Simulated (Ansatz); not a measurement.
# CoPtO2 (R-3m) in Ansatz: relaxation of cell and atoms with RPBE

Aim: the relaxation of cell and atoms of CoPtO2 with RPBE.

All numbers are computed with Ansatz 0.2.0; they aren't measurements. Logs are shortened: lines on timing, memory, paths and dates and some standing lists are left out, and cuts for length are marked.

### 1 The structure

Symmetry: R-3m, No. 166, trigonal system. The conventional cell has a = 2.825 Å, b = 2.825 Å, c = 17.818 Å, α = 90.00°, β = 90.00°, γ = 120.00°. Pt (site symmetry -3m) has 2 O at 2.00 Å as nearest neighbours. Co (site symmetry -3m) is surrounded by 6 O at 1.90 Å. O (site symmetry 3m) is surrounded by 3 Co at 1.90 Å and 1 Pt at 2.00 Å.

The cell is a database's computed one.

### 2 Relaxation of cell and atoms, RPBE, collinear spin, ferromagnetic start

File input.yaml:

```yaml
crystal:
  lattice:
    - [1.4122699173, 0.8153744169, 5.9393891094]
    - [-1.4122699173, 0.8153744169, 5.9393891094]
    - [0.0, -1.6307488338, 5.9393891094]
  atoms:
    - { symbol: Pt, position: [0.0, 0.0, 0.0] }
    - { symbol: Co, position: [0.5, 0.5, 0.5], spin: 2.0 }
    - { symbol: O, position: [0.11224403, 0.11224403, 0.11224403] }
    - { symbol: O, position: [0.88775597, 0.88775597, 0.88775597] }
hamiltonian:
  xc: rpbe
  pseudopotentials: { kind: paw }
magnetization:
  spin_polarized: true
kpoints:
  mp_grid: { grid: [11, 11, 11] }
scf:
  occupations: { method: fermi_dirac, width: 0.05 }
output:
  forces: true
  stress: true
relax:
  f_tol: 0.01
  max_steps: 40
  cell: { stress_tol: 0.05 }
```

Potentials or basis: Ansatz PAW.

Command:

```bash
> ansatz run input.yaml --threads 2 --pin off --max-ram 5632MiB --backend cpu --events-out ev --progress --plain --runs-dir out
```

The log of the run:

```text
Warning: RAYON_NUM_THREADS=2 ignored (pool sized by the plan → 2); use --threads N
basis.fft_grid_basis auto: the FFT boxes are laid along the combinations [[1, 0, -1], [0, 1, -1], [0, 0, 1]] of the cell's own vectors, 2.825, 2.825 and 6.159 Å long. The dense box has 20×20×45 points. Along the cell's own vectors, as sized, it would have 45×45×45, 5.06 times as many. Of the 12 symmetry operations that the crystal satisfies within crystal.symmetry.tolerance (time reversal apart; of a slab, those that keep its plane) the dense box along the cell's own vectors carries 12, and the one as laid loses 8 of those. basis.fft_grid_basis: typed keeps the cell's own vectors: state it where this run's energies or levels are differenced outside the engine with another run's, or held beside a run that keeps those vectors.
Engine: ansatz 0.2.0, x86_64-unknown-linux-gnu
Pseudopotentials: kind: paw
Pseudopotential: Pt, paw, valence charge 18, recommended cutoff 420 eV (normal), Pt.paw.azcp
Pseudopotential: Co, paw, valence charge 17, recommended cutoff 420 eV (normal), Co.paw.azcp
Pseudopotential: O, paw, valence charge 6, recommended cutoff 420 eV (normal), O.paw.azcp
Functional definition: RPBE
  parameter kappa = 0.804
  parameter beta = 0.06672455060314922
  exchange = rpbe_x(kappa = kappa, mu = beta*pi^2/3)
  correlation = pbe_c(beta = beta)
Crystal: 4 atoms, lattice volume = 41.036 Å³
Basis set: ecut = 420 eV, 805 PW (Γ), FFT grids on a1−a3, a2−a3, a3, exchange–correlation on 40×40×90 points (8 copies of the dense FFT grid, shifted against one another)
Bands: 30, of which v1, the nominal top of the filled ones, is band 24 counted from 1 (23 counted from 0)
Symmetry: 12 space group operations
Space group: R-3m (ITA 166), of the structure as read, at distance tolerance 3.4e-5 Å
Magnetic group: BNS 166.97 (UNI 1327), of the structure as read, at distance tolerance 3.4e-5 Å
k-points: 146 of 1331
Non-local potential: Pt, projectors of the file, l = 0: 3, l = 1: 2, l = 2: 2, l = 3: 1
Non-local potential: Co, projectors of the file, l = 0: 3, l = 1: 2, l = 2: 3, l = 3: 1
Non-local potential: O, projectors of the file, l = 0: 2, l = 1: 2, l = 2: 1
PAW form: soft (Blöchl's): semilocal exchange-correlation on the pseudo side does not see the compensation charge
PAW frozen core: Pt, regenerated for the run's functional, and the local potential with it (the file was generated under x = pbe(κ = 0.804, μ = 0.2195149727645171), c = pbe(β = 0.06672455060314922))
PAW frozen core: Co, regenerated for the run's functional, and the local potential with it (the file was generated under x = pbe(κ = 0.804, μ = 0.2195149727645171), c = pbe(β = 0.06672455060314922))
PAW frozen core: O, regenerated for the run's functional, and the local potential with it (the file was generated under x = pbe(κ = 0.804, μ = 0.2195149727645171), c = pbe(β = 0.06672455060314922))
PAW one-centre angular grid: Pt, 590 points (default); XC on 64 Gauss nodes
PAW one-centre angular grid: Co, 590 points (default); XC on 64 Gauss nodes
PAW one-centre angular grid: O, 110 points (default); XC on 64 Gauss nodes
Initial density: superposition of atomic densities (chi_scale 0.1, normalization cell, long waves kept (reshape's long-wave potential 0.28 eV rms))
Starting moments: Σ|m| = 2 μB on 1 of 4 sites
Initial wavefunctions: pseudopotential atomic-orbital guess
Functional: x = rpbe, c = pbe(β = 0.06672455060314922)
SCF iter   1: F=—  HF=-18801.908953 eV  |F-HF|=—  |Δ(HF+E_count)|=         —  Δρ=7.93e-2 (↑5.41e-2 ↓7.93e-2)  dr2=4.91e0  dr2_m=1.23e-1  M=1.438 μB ∫|m|=1.699 μB  β_m=0.30  ethr=3.10e-3  ⟨swp⟩=5.4  Hψ=31424  notcnv=0
Mixer restart at iter 1: flushing history
preconditioner: auto → Kerker (q_TF=auto, 2.791 Å⁻¹)  [metal: Δε(μ)=0.002 eV  Ē_g=11.851 eV  σ=0.050 eV  W_gap=0.01  n_scr=16 (ndim 8)  ℏωp=32.3 eV  f_vac=0.000  D(μ)=6.65/eV (n_scr^D=112)]
spin=Collinear: Kerker preconditioning applied to the charge; magnetization (m = ρ↑ − ρ↓) channel mixes plain (no charge-response kernel on spin).
SCF iter   2: F=—  HF=-18802.995260 eV  |F-HF|=—  |Δ(HF+E_count)|=    1.09e0  Δρ=5.15e-2 (↑3.24e-2 ↓5.15e-2)  dr2=1.26e0  dr2_m=2.16e-1  M=1.277 μB ∫|m|=1.560 μB  β_m=0.44  ethr=3.10e-3  ⟨swp⟩=2.1  Hψ=15952  notcnv=0  defer=234
SCF iter   3: F=—  HF=-18803.562678 eV  |F-HF|=—  |Δ(HF+E_count)|=   5.67e-1  Δρ=4.91e-2 (↑2.93e-2 ↓4.91e-2)  dr2=7.29e-1  dr2_m=4.45e-1  M=0.879 μB ∫|m|=1.272 μB  β_m=0.67  ethr=2.69e-3  ⟨swp⟩=2.0  Hψ=12349  notcnv=0  defer=235
SCF iter   4: F=—  HF=-18803.960266 eV  |F-HF|=—  |Δ(HF+E_count)|=   3.98e-1  Δρ=4.27e-2 (↑4.01e-2 ↓4.27e-2)  dr2=1.38e-1  dr2_m=6.11e-1  M=0.356 μB ∫|m|=0.874 μB  β_m=0.49  ethr=1.55e-3  ⟨swp⟩=2.1  Hψ=12372  notcnv=0  defer=241
SCF iter   5: F=—  HF=-18804.453203 eV  |F-HF|=—  |Δ(HF+E_count)|=         —  Δρ=5.66e-2 (↑5.66e-2 ↓4.59e-2)  dr2=7.08e-2  dr2_m=9.42e-1  M=-0.002 μB ∫|m|=0.207 μB  β_m=0.86  ethr=2.93e-4  ⟨swp⟩=2.0  Hψ=12180  notcnv=0  defer=262
Mixer restart at iter 5: flushing history
SCF iter   6: F=—  HF=-18804.411885 eV  |F-HF|=—  |Δ(HF+E_count)|=   4.13e-2  Δρ=1.90e-2 (↑6.63e-3 ↓1.90e-2)  dr2=6.93e-2  dr2_m=5.78e-2  M=0.002 μB ∫|m|=0.091 μB  β_m=0.93  ethr=1.51e-4  ⟨swp⟩=2.5  Hψ=17628  notcnv=0  defer=272
SCF iter   7: F=—  HF=-18804.456085 eV  |F-HF|=—  |Δ(HF+E_count)|=   4.42e-2  Δρ=2.03e-2 (↑2.03e-2 ↓1.57e-2)  dr2=2.90e-1  dr2_m=2.08e-3  M=-0.001 μB ∫|m|=0.023 μB  β_m=0.65  ethr=1.47e-4  ⟨swp⟩=3.1  Hψ=19755  notcnv=0  defer=171
[... 111 lines left out ...]
relax step   7: F+E_penalty+E_count = -18804.47924520 eV  Δ(F+E_penalty+E_count) = +1.867e-4 eV  max|allowed force component| = 1.232e-4 eV/Å  Δτ_max = 0.0005 Å  P = +0.012 GPa  Ω = 43.114 Å³  energy of the carried Pulay correction = -2.939e-4 eV  (8 SCF iters, dr2 threshold 4.00e-7 eV, accepted)
iter 1 solved again at ethr=6.32e-8 eV; its pass at ethr=3.10e-3 eV (dr2=2.97e-5 eV) is discarded
SCF iter   1: F=—  HF=-18804.479533 eV  |F-HF|=—  |Δ(HF+E_count)|=         —  Δρ=8.96e-6 (↑8.66e-6 ↓8.96e-6)  dr2=3.06e-8  dr2_m=2.83e-11  M=-0.000 μB ∫|m|=0.000 μB  β_m=0.65  ethr=6.32e-8  ⟨swp⟩=3.5  Hψ=56520  notcnv=0
preconditioner: auto → none  [insulator: Δε(μ)=0.190 eV  Ē_g=11.562 eV  σ=0.050 eV  W_gap=0.74  n_scr=16 (ndim 8)  ℏωp=31.5 eV  f_vac=0.008  D(μ)=0.35/eV (n_scr^D=2)  ε∞_Penn≈8.4]
SCF iter   2: F=—  HF=-18804.479534 eV  |F-HF|=—  |Δ(HF+E_count)|=   3.29e-7  Δρ=4.37e-6 (↑4.37e-6 ↓4.18e-6)  dr2=2.69e-8  dr2_m=1.00e-11  M=-0.000 μB ∫|m|=0.000 μB  β_m=0.39  ethr=6.52e-11  ⟨swp⟩=2.6  Hψ=16456  notcnv=0
SCF iter   3: F=—  HF=-18804.479534 eV  |F-HF|=—  |Δ(HF+E_count)|=   2.53e-9  Δρ=3.11e-6 (↑3.00e-6 ↓3.11e-6)  dr2=6.59e-9  dr2_m=8.73e-12  M=-0.000 μB ∫|m|=0.000 μB  β_m=0.38  ethr=5.72e-11  ⟨swp⟩=2.2  Hψ=13035  notcnv=0
SCF iter   4: F=—  HF=-18804.479534 eV  |F-HF|=—  |Δ(HF+E_count)|=   2.66e-9  Δρ=1.64e-6 (↑1.52e-6 ↓1.64e-6)  dr2=1.56e-9  dr2_m=4.15e-12  M=-0.000 μB ∫|m|=0.000 μB  β_m=0.33  ethr=1.40e-11  ⟨swp⟩=1.9  Hψ=10293  notcnv=0
SCF iter   5: F=—  HF=-18804.479534 eV  |F-HF|=—  |Δ(HF+E_count)|=  7.49e-10  Δρ=3.98e-7 (↑3.84e-7 ↓3.98e-7)  dr2=4.93e-11  dr2_m=1.68e-12  M=-0.000 μB ∫|m|=0.000 μB  β_m=0.39  ethr=3.33e-12  ⟨swp⟩=2.0  Hψ=13038  notcnv=0
SCF iter   6: F=—  HF=-18804.479534 eV  |F-HF|=—  |Δ(HF+E_count)|=  1.24e-10  Δρ=1.10e-7 (↑1.10e-7 ↓1.06e-7)  dr2=3.85e-12  dr2_m=6.84e-13  M=-0.000 μB ∫|m|=0.000 μB  β_m=0.52  ethr=1.00e-12  ⟨swp⟩=1.0  Hψ=8760  notcnv=0
SCF iter   7: F=-18804.479534 eV  HF=-18804.479534 eV  |F-HF|=7.28e-12  |Δ(HF+E_count)|=  7.28e-12  Δρ=7.08e-8 (↑7.08e-8 ↓3.96e-8)  dr2=4.02e-12  dr2_m=1.47e-13  M=-0.000 μB ∫|m|=0.000 μB  ethr=1.00e-12  ⟨swp⟩=2.0  Hψ=25178  notcnv=0
the starting moments were not kept: the SCF closed with an absolute magnetisation of 4.9e-7 μB, where they sum to 2 μB in size (1 site). That is at most 0.1 of that sum. Measured as dr2_m measures the in/out step, that magnetisation stands 1.5e-13 eV from none, at or under the dr2_threshold of 4.0e-11 eV: it is no larger than a step whose dr2_m would equal this threshold.
SCF 8 converged in 7 iterations: F = -18804.479534 eV  dr2 = 4.02e-12
relax step   8: F+E_penalty+E_count = -18804.47953376 eV  Δ(F+E_penalty+E_count) = -2.886e-4 eV  max|allowed force component| = 3.106e-5 eV/Å  Δτ_max = 0.0000 Å  P = +0.018 GPa  Ω = 43.114 Å³  stress off target by 2.38e-2 GPa  SCF on the basis re-selected at this cell (its energy is not comparable with the rows above)  (7 SCF iters)
basis re-selected at this cell: Δ(F+E_penalty+E_count) = -2.886e-4 eV, ΔP = +0.005 GPa vs the last step (what re-selecting the basis moved, of the pressure what is left beyond the Pulay correction that the steps carried, after the strain that the cell walked since its last selection, with what the two solves' SCF thresholds leave and, on support functions, any second-order correction that the steps lacked; it is no measure of the basis error at this ecutwfc). This SCF's stress stands 2.38e-2 GPa from its target on what of the cell is left free (relax.cell.stress_tol is 5.00e-2 GPa) and its largest allowed force component is 3.11e-5 eV/Å (relax.f_tol is 1.00e-2 eV/Å): within both
SCF converged after 7 iterations
Magnetization: -0.0000 μB (23.5000 up, 23.5000 down)
Absolute magnetization: 0.0000 μB (∫|ρ↑−ρ↓|, with the PAW one-centre terms)
Spin contamination: 0.0000 ħ² per cell (⟨S²⟩ above its minimum at these occupations)
Per-site moments (μB) at R_I (Å): [(2.0679973253412725e-8, 0.8335155292571267), (-1.633962133226027e-7, 0.7959901801180935), (8.609884849686615e-8, 0.795990180118094), (8.609884849671193e-8, 0.7959901801180935)]
Free energy (F): -18804.479534 eV
Harris-Foulkes:  -18804.479534 eV  (|F-HF|=7.28e-12)
Internal energy: -18804.476186 eV  (E = F + TS)
E sigma→0 (E₀):  -18804.477860 eV
Entropy (-TS):   -0.003348 eV (-0.837 meV/atom)
Fermi energy:    15.546316 eV
--- Per-component energies (eV) ---
  E_band       = -512.295932
  E_kinetic    = 1434.779332
  E_local      = -5821.838887  (includes V_loc(G=0)·N_el)
  E_nonlocal   = 749.046652
  E_hartree    = 2329.394392
  E_xc         = -566.271762
  E_vxc        = -692.352923  (∫ρ·V_xc dr)
  E_paw        = -11304.001852  (= ΣΔE_a)
  E_vpaw       = -840.723887  (= ΣTr[D̂ρ^β])
  E_aug_tail   = 0.005104  (compensation charges beyond the density's cutoff)
  E_ewald      = -5625.463721
  E_core_change = -0.125444  (= ΣΔE_core)
  E_smearing   = -0.003348  (= −TS)
  E_closure    = -0.000000  (closes the sum)
  Σ components = -18804.479534   (vs F -18804.479534, Δ=0.00e0)
--- Forces (eV/Å), atoms counted from 1 ---
  atom   1  Pt     0.00000000     0.00000000     0.00000000
  atom   2  Co     0.00000000     0.00000000    -0.00000000
  atom   3  O      0.00000000     0.00000000    -0.00003106
  atom   4  O      0.00000000    -0.00000000     0.00003106
  max |Σ_I F_I| component: 6.78e-21 eV/Å
--- Stress (GPa, compression-positive) ---
        0.023779       0.000000      -0.000000
        0.000000       0.023779       0.000000
       -0.000000       0.000000       0.005685
  P = ⅓ Tr σ = 0.0177 GPa (0.177 kbar)
--- Relaxed structure (6 steps of the walk, 6 accepted, 2 SCFs on fresh bases) ---
  F+E_penalty+E_count = -18804.47953376 eV   max|allowed force component| = 3.106e-5 eV/Å   (the final SCF, on the basis selected at the relaxed cell)
  cell:  # Å, volume = 43.1136 Å³
    - [1.4405308289625347, 0.8316908618774738, 5.997610251579339]
    - [-1.4405308289625347, 0.8316908618774738, 5.997610251579339]
    - [2.8624000499667947e-34, -1.6633817237549475, 5.997610251579339]
  atoms:
    - { symbol: Pt, position: [4.867850447310985e-20, 4.867850447310985e-20, 4.867850447310985e-20] }
    - { symbol: Co, position: [0.5, 0.5, 0.5] }
    - { symbol: O, position: [0.11230271294348235, 0.11230271294348235, 0.11230271294348235] }
    - { symbol: O, position: [0.8876972870565176, 0.8876972870565176, 0.8876972870565176] }
```

It took 44 s on 2 threads of Intel Xeon 6975P-C (Granite Rapids), shared host; peak memory 0.61 GiB.

Results:

```yaml
Free_energy: -18804.4795 eV
Relaxed_volume: 10.78 Å³/atom
Relaxed_cell: a = 6.224 Å, b = 6.224 Å, c = 6.224 Å, α = 26.76°, β = 26.76°, γ = 26.76°
Space_group_after_relaxing_to_0.05_Å: R-3m (No. 166)
Energy_gained_by_relaxing: 18.2 meV/atom
Ionic_steps: 8
Pressure_after_relaxing: 0.0 GPa
Net_moment: 0.00 μB per cell
Absolute_moment: 0.00 μB per cell
```

The path:
```tsv
step	energy change (eV)	largest force (eV/Å)	volume (Å³)
1	0.0000	0.1759	41.04
2	-0.0556	0.2995	42.46
3	-0.0619	0.1460	42.96
4	-0.0626	0.0085	43.04
5	-0.0626	0.0001	43.03
6	-0.0726	0.0014	43.03
7	-0.0724	0.0001	43.11
8	-0.0727	0.0000	43.11
```

Final structure:
```cif
data_structure
_symmetry_space_group_name_H-M 'P 1'
_symmetry_Int_Tables_number 1
_cell_length_a 6.2240
_cell_length_b 6.2240
_cell_length_c 6.2240
_cell_angle_alpha 26.765
_cell_angle_beta 26.765
_cell_angle_gamma 26.765
_cell_volume 43.11
loop_
_atom_site_label
_atom_site_type_symbol
_atom_site_fract_x
_atom_site_fract_y
_atom_site_fract_z
_atom_site_occupancy
Pt1 Pt 0.00000 0.00000 0.00000 1
Co1 Co 0.50000 0.50000 0.50000 1
O1 O 0.11230 0.11230 0.11230 1
O2 O 0.88770 0.88770 0.88770 1
```

Caveat: the starting moments collapsed, and a magnetic state may lie lower; the plane-wave basis is chosen anew once the cell has moved, so the energies of steps on either side of that aren't comparable; the pressure holds a Pulay correction of +0.6 GPa for the finite cutoff; the PAW data sets come from PBE, with cores solved anew for the run's functional, which leaves a small shift of forces and pressure; the starting moments weren't kept.
